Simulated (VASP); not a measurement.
Crystal: SrCl2.

```
Sr Cl
1.0
     0.00000    3.48835    3.48835
     3.48835    0.00000    3.48835
     3.48835    3.48835    0.00000
Sr Cl
1 2
Direct
  0.00000 0.00000 0.00000
  0.75000 0.75000 0.75000
  0.25000 0.25000 0.25000
```

Base run:

```yaml
Program: VASP 6.6.1
Functional: PBE
Potentials_or_basis: VASP PAW PBE potentials, release 64 (Sr_sv, Cl)
Cutoff: 520 eV
k_mesh: 6 × 6 × 6
Occupations: gaussian, width 0.02 eV
Spin: spin-orbit coupling, no magnetisation
```

Its results: pressure 1.1 GPa.

Question: The run is repeated on the same cell with these changes: functional from PBE to r2SCAN. What comes out?

Answer: Pressure 0.4 GPa.

Caveats: the PAW data sets were made with another functional, which shifts forces and pressure a little (some runs).
